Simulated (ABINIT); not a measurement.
Input of an ABINIT 10.8.3 (patched build) run:

Contents of run.abi:

```
# Pseudopotentials
pp_dirpath "./"
pseudos "Zn.upf, O.upf"

# Structure
acell 6.1403022146 6.1403022145 9.8373642945
rprim
     1.0000000000     0.0000000000     0.0000000000
    -0.5000000000     0.8660254038     0.0000000000
     0.0000000000     0.0000000000     1.0000000000
ntypat 2
znucl 30 8
natom 4
typat 1 1 2 2
xred
     0.6666666667     0.3333333333     0.0000000000
     0.3333333333     0.6666666667     0.5000000000
     0.3333333333     0.6666666667     0.8790100000
     0.6666666667     0.3333333333     0.3790100000

# Plane-wave basis
ecut 38.0

# k points
kptopt 1
ngkpt 7 7 4
nshiftk 1
shiftk 0.0 0.0 0.0

# Exchange and correlation
ixc -116133

# Bands and occupations
nband 32
occopt 3
tsmear 0.00183747

# SCF cycle
nstep 100
tolvrs 1.0e-10

# Output
iomode 3
prtwf 0
prteig 0
prtebands 0
enunit 2
prtden 1
prtvha 1
prtvclmb 1
prtpot 1
prtelf 1
```

Potentials or basis: PseudoDojo NC SR PBEsol v0.4.1 standard.

The run is started by

```console
$ abinit run.abi > log 2>&1
```

Task: Estimate the largest force.

Result: 0.062 eV/Å.

Task: Estimate the pressure.

Result: -3.0 GPa.

Task: Estimate the band gap on the k mesh.

Result: 0.76 eV, direct.

Forces in eV/Å, atoms in the order of the input:
```
Zn   0.000  0.000 -0.062
Zn   0.000  0.000 -0.062
O    0.000  0.000  0.062
O    0.000  0.000  0.062
```

**Experimental background.**

“Electronic structure of alkaline earth and post-transition metal oxides”, 2009, arxiv:0908.1581 quotes, for a bulk crystal of ZnO: band gap 3.37 eV.

A measured gap of ZnO is 3.37 eV (quoted in “Electronic structure of alkaline earth and post-transition metal oxides”, 2009, arxiv:0908.1581); the calculated 0.76 eV misses it by -2.61 eV. So large a miss can be the level of theory's own, or it may mean another phase, state or a wrong row. The value is that of PBEsol, without temperature or zero-point motion. Semilocal functionals fall short of measured gaps as a rule.
